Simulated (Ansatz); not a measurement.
Runs of Ansatz 0.2.0 on Au. The structure is cubic, space group Pm-3m (No. 221). The conventional cell has a = 2.748 Å, b = 2.748 Å, c = 2.748 Å, α = 90.00°, β = 90.00°, γ = 90.00°. Au (site symmetry m-3m) has 6 Au at 2.75 Å as nearest neighbours. The cell was built by a generator and needn't be a form met in nature.

```csv
task,level,cell,smearing,gap on the mesh (eV),pressure (GPa),relaxed volume (Å³/atom)
relaxation of cell and atoms,PBE+D3(BJ),relaxed,fermi-dirac 0.05 eV,none,0.0,19.99
single point,PBE,as given,gaussian 0.026 eV,none,0.2,-
relaxation of cell and atoms,PBEsol+D4,relaxed,fermi-dirac 0.05 eV,none,0.0,19.14
relaxation of cell and atoms,RPBE+D4,relaxed,fermi-dirac 0.05 eV,none,0.0,19.86
relaxation of cell and atoms,revPBE+D3(BJ),relaxed,fermi-dirac 0.05 eV,none,0.0,19.73
relaxation of cell and atoms,RPBE+D3(BJ),relaxed,fermi-dirac 0.05 eV,none,0.0,(a)
relaxation of cell and atoms,revPBE+D4,relaxed,fermi-dirac 0.05 eV,none,0.0,(b)
relaxation of cell and atoms,PBEsol+D3(BJ),relaxed,fermi-dirac 0.05 eV,none,0.0,18.87
```

Alike in all rows: potentials or basis Ansatz PAW; no spin polarisation; k mesh 10 × 10 × 10; cutoff (eV) 420.

Problem. Fill in the values left out.

Solution. (a) 17.26; (b) 19.94.

Caveats: the plane-wave basis is chosen anew once the cell has moved, so the energies of steps on either side of that aren't comparable (some runs); pairwise dispersion overbinds metals, which lowers pressure and volume (some runs); the PAW data sets come from PBE, with cores solved anew for the run's functional, which leaves a small shift of forces and pressure (some runs); the volume moved by over 15 % at a fixed basis, so the end points are rough (some runs).

A k mesh can miss the band edges, and the runs leave out spin-orbit coupling on Au.

A gap of «none» marks a metal or a gap under the smearing width.
